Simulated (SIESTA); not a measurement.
NaCl under changes of volume

One of the cells (21.478 Å³/atom); the others are scaled copies at fixed shape and fractional positions:

```
Cl Na
1.0
     3.50219    0.00000    0.00000
     0.00000    3.50219    0.00000
     0.00000    0.00000    3.50219
Cl Na
1 1
Cartesian
  1.7511 1.7511 1.7511
  0.0000 0.0000 0.0000
```

Measurements of this composition are mostly on another form, of space group No. 225.

```yaml
Program: SIESTA 5.4.2
Functional: PBEsol
Potentials_or_basis: PseudoDojo 0.4 standard (PBEsol files)
Basis: DZP (energy shift 0.003 Ry; two zetas on semicore shells)
Grid_cutoff: 800 Ry
Energy_shift: 0.003 Ry
k_mesh: 8 × 8 × 8
Occupations: fermi-dirac, width 0.05 eV
Spin: no spin polarisation
```

| volume (Å³/atom) | energy over the lowest point (meV/atom) | pressure (GPa) | gap on the mesh (eV) |
| --- | --- | --- | --- |
| 20.189 | 0.00 | 0.2 | 4.09 |
| 20.619 | 0.33 | -0.4 | 4.01 |
| 21.048 | 2.34 | -1.1 | 3.94 |
| 21.478 | ? | ? | ? |
| 21.907 | 10.68 | -2.0 | 3.81 |
| 22.337 | 16.75 | -2.4 | 3.76 |
| 22.766 | 23.79 | -2.8 | 3.70 |

Q: What does the run at 21.478 Å³/atom give?

A: Energy over the lowest point 5.87 meV/atom; pressure -1.6 GPa; gap on the mesh 3.88 eV.

Worked out: A Birch-Murnaghan fit of order 3 (a polynomial in V^(-2/3)) to the other rows has its minimum at 20.33 Å³/atom with B0 = V·E''(V) = 32 GPa and B' = 4.7. It gives 5.86 meV/atom at 21.478 Å³/atom, against the run's 5.87, and -dE/dV = -1.6 GPa, against -1.6. A straight line through the other rows of the gap, of slope -3.21 eV per unit of ln V, gives 3.88 eV, against the run's 3.88.

Energies are extrapolated to zero smearing.

Caveats: the basis of atomic orbitals isn't converged, which shifts pressures, moduli and gaps.

A mesh can miss the band edges.
